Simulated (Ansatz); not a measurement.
Mg: single point with revPBE+D3(BJ)

Mg:

```
Mg
1.0
     3.20930    0.00000    0.00000
    -1.60465    2.77934    0.00000
     0.00000    0.00000    5.21030
Mg
2
Direct
  0.66667 0.33333 0.75000
  0.33333 0.66667 0.25000
```

- Program: Ansatz 0.2.0
- Task: single point
- Functional: revPBE
- Dispersion: D3(BJ)
- Potentials or basis: JTH PAW LDA
- Cutoff: 870 eV
- Density cutoff: 4350 eV
- k mesh: 10 × 10 × 5
- Occupations: gaussian, width 0.01 eV
- Spin: no spin polarisation

The pressure is -3.2 GPa and the band gap on the k mesh is none (metal or under the smearing width).

Stress tensor (GPa, compression positive):
```
-3.50  0.00  0.00
 0.00 -3.50  0.00
 0.00  0.00 -2.64
```

Levels at points of the mesh, in eV from the Fermi level:
| k point | band 6 | band 7 | band 8 | band 9 | band 10 | band 11 | band 12 | band 13 | band 14 |
| --- | --- | --- | --- | --- | --- | --- | --- | --- | --- |
| (0.00, 0.00, 0.00) | -42.62 | -42.62 | -42.62 | -6.87 | -1.66 | -1.21 | 10.75 | 10.75 | 11.01 |
| (0.00, -0.50, 0.00) | -42.63 | -42.62 | -42.62 | -2.12 | -2.10 | 2.64 | 2.94 | 3.29 | 3.65 |

Run time: 3.8 s on 1 thread of Arm Neoverse V1, on a shared host, peak memory 0.36 GiB.

Caveat: pairwise dispersion overbinds metals, which lowers pressure and volume.
